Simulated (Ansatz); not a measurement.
V, 2 atoms in the cell. It takes space group Im-3m (No. 229, cubic). Conventional cell: a = 3.029 Å, b = 3.029 Å, c = 3.029 Å, α = 90.00°, β = 90.00°, γ = 90.00°. Around V (site symmetry m-3m) lie 8 V at 2.62 Å. 

```yaml
Program: Ansatz 0.2.0
Task: single point
Functional: PBE
Potentials_or_basis: all-electron LAPW, scalar-relativistic
Cutoff: 258 eV (chosen from the basis error)
Basis_error_allowed: 0.001 eV/atom
k_mesh: 9 × 5 × 9
Occupations: fermi-dirac, width 0.05 eV
Spin: non-collinear spin, random start
Starting_moments: "[[1.077, -1.042, -0.864], [0.377, -0.043, 0.155]] μB"
Hubbard_terms: V d U = 6 eV
```

Potentials or basis: all-electron LAPW, scalar-relativistic.

Run with:

```console
$ ansatz run input.yaml --threads 2 --pin off --max-ram 6144MiB --backend cpu --events-out ev --progress --plain --runs-dir out
```

Hardware: 2 threads of AMD EPYC 7R13 Processor (Zen 3), on a shared host.

Problem. Estimate the wall time of this run.

Solution. Run time: 7.2 min on 2 threads of AMD EPYC 7R13 Processor (Zen 3), with other jobs on the host, peak memory 1.2 GiB. Counts: scf iterations 38, plane waves 269, k points 203, bands 34.
